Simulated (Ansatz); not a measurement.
Geometry optimisation in Ansatz: input, command and trajectory.

```yaml
crystal:
  lattice:
    - [0.0, 3.3135542737, 3.3135542737]
    - [3.3135542737, 0.0, 3.3135542737]
    - [3.3135542737, 3.3135542737, 0.0]
  atoms:
    - { symbol: C, position: [0.0, 0.0, 0.0], spin: -1.1 }
    - { symbol: C, position: [0.25, 0.25, 0.25], spin: -1.1 }
    - { symbol: O, position: [0.625, 0.625, 0.625], spin: 1.69 }
    - { symbol: O, position: [0.125, 0.625, 0.625], spin: 1.69 }
    - { symbol: O, position: [0.625, 0.625, 0.125], spin: 1.69 }
    - { symbol: O, position: [0.625, 0.125, 0.625], spin: 1.69 }
basis:
  ecutwfc: 420
kpoints:
  mp_grid: { grid: [4, 4, 4] }
hamiltonian:
  xc: pbe
scf:
  occupations: { method: gaussian, width: 0.1 }
  lower_state_search: "off"
output:
  forces: true
  stress: true
  eigenvalues: true
  populations: true
magnetization:
  spin_polarized: true
relax:
  adjacent_minimum: "off"
  f_tol: 0.04
  max_steps: 70
  cell: { stress_tol: 0.4 }
```

```bash
ansatz run input.yaml --threads 1 --pin off --max-ram 2560MiB --backend cpu --events-out ev --progress --plain --runs-dir out
```

The calculation used DFT PBE, scalar-relativistic, plane waves, PAW in Ansatz 0.2.0.

Of 8 frames 8 are shown, positions in Å and forces in eV/Å; the SCF threshold varies from step to step. Steps run on the plane waves of an earlier cell, with a Pulay correction in the pressure. The basis is chosen afresh for the last frame, the zero of the energies, and at times for earlier ones too; energy and pressure step there, also at an unchanged geometry. Here that happened at step 6 (4 meV/atom, -1.2 GPa); the frames before carry an error of that size.

```xyz
6
Lattice="0.0000 3.3136 3.3136 3.3136 0.0000 3.3136 3.3136 3.3136 0.0000" Properties=species:S:1:pos:R:3:forces:R:3 pbc="T T T" step=1 free_energy_over_end_meV_per_atom=149.17 pressure_GPa=-8.20
C     0.0000    0.0000    0.0000    0.0000    0.0000    0.0000
C     1.6568    1.6568    1.6568    0.0000    0.0000    0.0000
O     4.1419    4.1419    4.1419    0.0000    0.0000    0.0000
O     4.1419    2.4852    2.4852    0.0000    0.0000    0.0000
O     2.4852    2.4852    4.1419    0.0000    0.0000    0.0000
O     2.4852    4.1419    2.4852    0.0000    0.0000    0.0000
6
Lattice="0.0000 3.1520 3.1520 3.1520 0.0000 3.1520 3.1520 3.1520 0.0000" Properties=species:S:1:pos:R:3:forces:R:3 pbc="T T T" step=2 free_energy_over_end_meV_per_atom=56.85 pressure_GPa=-9.69
C     0.0000    0.0000    0.0000    0.0000    0.0000    0.0000
C     1.5760    1.5760    1.5760    0.0000    0.0000    0.0000
O     3.9400    3.9400    3.9400    0.0000    0.0000    0.0000
O     3.9400    2.3640    2.3640    0.0000    0.0000    0.0000
O     2.3640    2.3640    3.9400    0.0000    0.0000    0.0000
O     2.3640    3.9400    2.3640    0.0000    0.0000    0.0000
6
Lattice="0.0000 2.9905 2.9905 2.9905 0.0000 2.9905 2.9905 2.9905 0.0000" Properties=species:S:1:pos:R:3:forces:R:3 pbc="T T T" step=3 free_energy_over_end_meV_per_atom=-4.32 pressure_GPa=1.78
C     0.0000    0.0000    0.0000    0.0000    0.0000    0.0000
C     1.4952    1.4952    1.4952    0.0000    0.0000    0.0000
O     3.7381    3.7381    3.7381    0.0000    0.0000    0.0000
O     3.7381    2.2429    2.2429    0.0000    0.0000    0.0000
O     2.2429    2.2429    3.7381    0.0000    0.0000    0.0000
O     2.2429    3.7381    2.2429    0.0000    0.0000    0.0000
6
Lattice="0.0000 3.0135 3.0135 3.0135 0.0000 3.0135 3.0135 3.0135 0.0000" Properties=species:S:1:pos:R:3:forces:R:3 pbc="T T T" step=4 free_energy_over_end_meV_per_atom=-3.46 pressure_GPa=-0.76
C     0.0000    0.0000    0.0000    0.0000    0.0000    0.0000
C     1.5067    1.5067    1.5067    0.0000    0.0000    0.0000
O     3.7668    3.7668    3.7668    0.0000    0.0000    0.0000
O     3.7668    2.2601    2.2601    0.0000    0.0000    0.0000
O     2.2601    2.2601    3.7668    0.0000    0.0000    0.0000
O     2.2601    3.7668    2.2601    0.0000    0.0000    0.0000
6
Lattice="0.0000 3.0063 3.0063 3.0063 0.0000 3.0063 3.0063 3.0063 0.0000" Properties=species:S:1:pos:R:3:forces:R:3 pbc="T T T" step=5 free_energy_over_end_meV_per_atom=-4.07 pressure_GPa=-0.01
C     0.0000    0.0000    0.0000    0.0000    0.0000    0.0000
C     1.5032    1.5032    1.5032    0.0000    0.0000    0.0000
O     3.7579    3.7579    3.7579    0.0000    0.0000    0.0000
O     3.7579    2.2547    2.2547    0.0000    0.0000    0.0000
O     2.2547    2.2547    3.7579    0.0000    0.0000    0.0000
O     2.2547    3.7579    2.2547    0.0000    0.0000    0.0000
6
Lattice="0.0000 3.0063 3.0063 3.0063 0.0000 3.0063 3.0063 3.0063 0.0000" Properties=species:S:1:pos:R:3:forces:R:3 pbc="T T T" step=6 free_energy_over_end_meV_per_atom=0.28 pressure_GPa=-1.18
C     0.0000    0.0000    0.0000    0.0000    0.0000    0.0000
C     1.5032    1.5032    1.5032    0.0000    0.0000    0.0000
O     3.7579    3.7579    3.7579    0.0000    0.0000    0.0000
O     3.7579    2.2547    2.2547    0.0000    0.0000    0.0000
O     2.2547    2.2547    3.7579    0.0000    0.0000    0.0000
O     2.2547    3.7579    2.2547    0.0000    0.0000    0.0000
6
Lattice="0.0000 2.9957 2.9957 2.9957 0.0000 2.9957 2.9957 2.9957 0.0000" Properties=species:S:1:pos:R:3:forces:R:3 pbc="T T T" step=7 free_energy_over_end_meV_per_atom=-0.62 pressure_GPa=0.08
C     0.0000    0.0000    0.0000    0.0000    0.0000    0.0000
C     1.4979    1.4979    1.4979    0.0000    0.0000    0.0000
O     3.7447    3.7447    3.7447    0.0000    0.0000    0.0000
O     3.7447    2.2468    2.2468    0.0000    0.0000    0.0000
O     2.2468    2.2468    3.7447    0.0000    0.0000    0.0000
O     2.2468    3.7447    2.2468    0.0000    0.0000    0.0000
6
Lattice="0.0000 2.9957 2.9957 2.9957 0.0000 2.9957 2.9957 2.9957 0.0000" Properties=species:S:1:pos:R:3:forces:R:3 pbc="T T T" step=8 free_energy_over_end_meV_per_atom=0.00 pressure_GPa=0.01
C     0.0000    0.0000    0.0000    0.0000    0.0000    0.0000
C     1.4979    1.4979    1.4979    0.0000    0.0000    0.0000
O     3.7447    3.7447    3.7447    0.0000    0.0000    0.0000
O     3.7447    2.2468    2.2468    0.0000    0.0000    0.0000
O     2.2468    2.2468    3.7447    0.0000    0.0000    0.0000
O     2.2468    3.7447    2.2468    0.0000    0.0000    0.0000
```

The start puts this composition into another compound's structure type, which needn't suit it. At the end the space group is Fd-3m (tolerance 0.05 Å).

It took 15 s on 1 thread of Intel(R) Xeon(R) 6975P-C (Granite Rapids), with other jobs on the host, peak memory 0.37 GiB.

The k mesh is coarse.